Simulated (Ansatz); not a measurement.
Cost and result for the equilibrium volume of Si2W

```
CELL_PARAMETERS angstrom
-1.60690 1.60690 3.91495
1.60690 -1.60690 3.91495
1.60690 1.60690 -3.91495
ATOMIC_POSITIONS crystal
W 0.00000 0.00000 0.00000
Si 0.66530 0.66530 0.00000
Si 0.33470 0.33470 0.00000
```

| rung | level | program and potentials | cutoff (eV) | k mesh | smearing | core time | chip | equilibrium volume (Å³/atom) | notes |
| --- | --- | --- | --- | --- | --- | --- | --- | --- | --- |
| GGA + dispersion | BLYP+D4 | Ansatz, Ansatz PAW | 420 | 12 × 12 × 12 | fermi-dirac 0.05 | 9.7 s | Intel Xeon 6975P-C Granite Rapids | 13.45 | potentials made for PBE, which Ansatz adapts in part |
| GGA + dispersion | BLYP+D3(BJ) | Ansatz, Ansatz PAW | 420 | 12 × 12 × 12 | fermi-dirac 0.05 | 11 s | Intel Xeon 6975P-C Granite Rapids | 13.22 | potentials made for PBE, which Ansatz adapts in part |
| GGA + dispersion | revPBE+D4 | Ansatz, Ansatz PAW | 420 | 12 × 12 × 12 | fermi-dirac 0.05 | 12 s | Intel Xeon 6975P-C Granite Rapids | 13.16 | potentials made for PBE, which Ansatz adapts in part |
| GGA + dispersion | revPBE+D3(BJ) | Ansatz, Ansatz PAW | 420 | 12 × 12 × 12 | fermi-dirac 0.05 | 14 s | Intel Xeon 6975P-C Granite Rapids | 13.00 | potentials made for PBE, which Ansatz adapts in part |
| GGA + dispersion | PBE+D3(BJ) | Ansatz, Ansatz PAW | 420 | 12 × 12 × 12 | fermi-dirac 0.05 | 15 s | Intel Xeon Platinum 8488C Sapphire Rapids | 13.25 | - |
| GGA | PBEsol | Ansatz, Ansatz PAW | 420 | 12 × 12 × 12 | fermi-dirac 0.05 | 15 s | Intel Xeon Platinum 8488C Sapphire Rapids | 13.36 | potentials made for PBE, which Ansatz adapts in part |
| GGA + dispersion | PBE+D4 | Ansatz, Ansatz PAW | 420 | 12 × 12 × 12 | fermi-dirac 0.05 | 16 s | Intel Xeon Platinum 8488C Sapphire Rapids | 13.30 | - |
| GGA + dispersion | PBEsol+D4 | Ansatz, Ansatz PAW | 420 | 12 × 12 × 12 | fermi-dirac 0.05 | 16 s | Intel Xeon Platinum 8488C Sapphire Rapids | 13.16 | potentials made for PBE, which Ansatz adapts in part |
| GGA | revPBE | Ansatz, Ansatz PAW | 420 | 12 × 12 × 12 | fermi-dirac 0.05 | 17 s | Intel Xeon Platinum 8488C Sapphire Rapids | 13.80 | potentials made for PBE, which Ansatz adapts in part |
| GGA + dispersion | RPBE+D4 | Ansatz, Ansatz PAW | 420 | 12 × 12 × 12 | fermi-dirac 0.05 | 17 s | Intel Xeon Platinum 8488C Sapphire Rapids | 13.12 | potentials made for PBE, which Ansatz adapts in part |
| GGA + dispersion | PBEsol+D3(BJ) | Ansatz, Ansatz PAW | 420 | 12 × 12 × 12 | fermi-dirac 0.05 | 18 s | Intel Xeon Platinum 8488C Sapphire Rapids | 12.98 | potentials made for PBE, which Ansatz adapts in part |
| GGA | RPBE | Ansatz, Ansatz PAW | 420 | 12 × 12 × 12 | fermi-dirac 0.05 | 18 s | Intel Xeon Platinum 8488C Sapphire Rapids | 13.84 | potentials made for PBE, which Ansatz adapts in part |
| GGA + dispersion | RPBE+D3(BJ) | Ansatz, Ansatz PAW | 420 | 12 × 12 × 12 | fermi-dirac 0.05 | 21 s | Intel Xeon Platinum 8488C Sapphire Rapids | 11.77 | potentials made for PBE, which Ansatz adapts in part |
| GGA | PBE | Ansatz, Ansatz PAW | 420 | 12 × 12 × 12 | fermi-dirac 0.05 | 22 s | Intel Xeon Platinum 8175M Skylake/Cascade Lake | 13.67 | - |
| LDA | LDA | Ansatz, Ansatz PAW | 420 | 12 × 12 × 12 | fermi-dirac 0.05 | 22 s | Intel Xeon Platinum 8175M Skylake/Cascade Lake | 13.14 | potentials made for PBE, which Ansatz adapts in part |
| GGA | BLYP | Ansatz, Ansatz PAW | 420 | 12 × 12 × 12 | fermi-dirac 0.05 | 25 s | Intel Xeon Platinum 8488C Sapphire Rapids | 14.29 | potentials made for PBE, which Ansatz adapts in part |
| GGA + U (4 eV) | PBEsol+U (W d U = 4 eV, fll (the default)) | Ansatz, Ansatz PAW | 420 | 12 × 12 × 12 | fermi-dirac 0.05 | 40 s | Arm Neoverse V2 | 13.34 | potentials made for PBE, which Ansatz adapts in part |
| hybrid | HSE06 | Ansatz, Ansatz PAW | 420 | 8 × 8 × 8 | fermi-dirac 0.05 | 3.6 min | AMD EPYC 7R13 Zen 3 | 13.36 | potentials made for PBE, which Ansatz adapts in part |

Times are single runs on shared hosts and different chips, so they are rough; meshes, cutoffs and the tasks' sizes weigh on the time. Task: relaxation of cell and atoms. All rows: no spin polarisation. Smearing widths are in eV. For a metal such meshes aren't converged. Meshes differ between rows, which moves values too. Meshes are those of the run's cell of 3 atoms unless a note names another. Relaxations start from the cell shown or near it and stop with a little pressure left. Runs on faulty files, with rough fits or with known faults for this quantity aren't shown. No row holds spin-orbit coupling.

By rung: LDA 13.14; GGA + dispersion 11.77 to 13.45; GGA 13.36 to 14.29; GGA + U (4 eV) 13.34; hybrid 13.36 (Å³/atom).
